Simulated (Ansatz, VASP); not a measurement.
Two plane-wave programs on Rb

File INCAR:

```
SYSTEM = Rb
PREC     = Accurate       ! precision mode
ENCUT    = 520            ! plane-wave cutoff, eV
EDIFF    = 1E-6           ! SCF threshold, eV
ISMEAR   = 0              ! smearing method
SIGMA    = 0.15           ! smearing width, eV
LREAL    = .FALSE.        ! projectors in reciprocal space
LASPH    = .TRUE.         ! aspherical terms in the spheres
NELM     = 60             ! most SCF steps
ALGO     = Fast           ! electronic algorithm
ISIF     = 2              ! what is computed and relaxed
LWAVE    = .FALSE.        ! write WAVECAR
LCHARG   = .TRUE.         ! write CHGCAR
GGA      = PS             ! functional
LELF     = .TRUE.         ! ELF
LVHAR    = .TRUE.       
NBANDS   = 10             ! bands
```

Contents of KPOINTS:

```
regular mesh
0
G
  12 12 12
  0 0 0
```

Contents of POSCAR:

```
Rb
1.0
   -2.9182400000      2.9182400000      2.9182400000
    2.9182400000     -2.9182400000      2.9182400000
    2.9182400000      2.9182400000     -2.9182400000
Rb
1
Direct
    0.0000000000      0.0000000000      0.0000000000
```

Input for Ansatz:

```yaml
crystal:
  lattice:
    - [-2.91824, 2.91824, 2.91824]
    - [2.91824, -2.91824, 2.91824]
    - [2.91824, 2.91824, -2.91824]
  atoms:
    - { symbol: Rb, position: [0.0, 0.0, 0.0] }
basis:
  ecutwfc: 420
kpoints:
  mp_grid: { grid: [12, 12, 12] }
hamiltonian:
  xc: pbesol
scf:
  occupations: { method: gaussian, width: 0.15 }
output:
  forces: true
  stress: true
  eigenvalues: true
```

Change from the starting cell: strain +0.040 along x and y, +0.040 along z, atoms carried along.

Alike in both runs: task single point; functional PBEsol; k mesh 12 × 12 × 12; occupations gaussian, width 0.15 eV; no spin polarisation.

|  | VASP | Ansatz |
| --- | --- | --- |
| version | VASP 6.6.1 | Ansatz 0.2.0 |
| potentials or method | VASP PAW PBE potentials, release 64 (Rb_sv) | scalar-relativistic, plane waves, PAW |
| plane-wave cutoff (eV) | 520 | 420 |
| valence electrons in the cell | 9 | 9 |

```csv
,VASP,Ansatz,Ansatz less VASP
gap on the k mesh at the Fermi level (eV),none,none,-
pressure (GPa),-0.3,-0.3,0.00
```

A gap of «none» marks a metal or a gap that the smearing closes.

Caveats: the PAW data sets were made with another functional, which shifts forces and pressure a little (VASP).
